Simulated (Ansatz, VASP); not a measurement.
**One calculation of Rb, two programs**

Contents of INCAR:

```
PREC = Accurate
ENCUT = 520
EDIFF = 1E-7
ISMEAR = -1
SIGMA = 0.05
LREAL = False
LASPH = True
NELM = 100
ALGO = Normal
ISIF = 2
LWAVE = False
LCHARG = False
GGA = PE
NBANDS = 26
```

File KPOINTS:

```
regular mesh
0
Gamma
  5 6 3
```

Contents of POSCAR:

```
Rb
1.0
    5.6624229227      0.0000000000      0.0000000000
    0.0000000000      4.5772896100      0.0000000000
    0.0000000000      0.0000000000     12.2126821921
Rb
4
Direct
    0.9530000000      0.7500000000      0.1070000000
    0.5470000000      0.2500000000      0.6070000000
    0.4530000000      0.7500000000      0.3930000000
    0.0470000000      0.2500000000      0.8930000000
```

input.yaml

```yaml
crystal:
  lattice:
    - [5.6624229227, 0.0, 0.0]
    - [0.0, 4.57728961, 0.0]
    - [0.0, 0.0, 12.2126821921]
  atoms:
    - { symbol: Rb, position: [0.953, 0.75, 0.107] }
    - { symbol: Rb, position: [0.547, 0.25, 0.607] }
    - { symbol: Rb, position: [0.453, 0.75, 0.393] }
    - { symbol: Rb, position: [0.047, 0.25, 0.893] }
hamiltonian:
  xc: pbe
  pseudopotentials: { kind: paw }
kpoints:
  mp_grid: { grid: [5, 6, 3] }
scf:
  occupations: { method: fermi_dirac, width: 0.05 }
output:
  forces: true
  stress: true
  eigenvalues: true
```

Change from the starting cell: volume scaled by 0.96.

Alike in both runs: task single point; functional PBE; k mesh 5 × 6 × 3; occupations fermi-dirac, width 0.05 eV; no spin polarisation.

|  | VASP | Ansatz |
| --- | --- | --- |
| version | VASP 6.6.1 | Ansatz 0.2.0 |
| potentials or method | VASP PAW PBE potentials, release 64 (Rb_sv) | Ansatz PAW |
| plane-wave cutoff (eV) | 520 | 420 |
| valence electrons in the cell | 36 | 36 |

Ansatz gave:

```
gap on the k mesh at the Fermi level (eV)       : none
pressure (GPa)                                  : 1.3
largest component of the traceless stress (GPa) : 1.78
rms of the force components (eV/Å)              : 0.465
```

Problem. Estimate VASP's values.

Solution. gap on the k mesh at the Fermi level (eV): none; pressure (GPa): 1.3; largest component of the traceless stress (GPa): 1.78; rms of the force components (eV/Å): 0.467.

Atom by atom the forces differ by 0.001 eV/Å (rms over components). A gap of «none» marks a metal or a gap that the smearing closes.
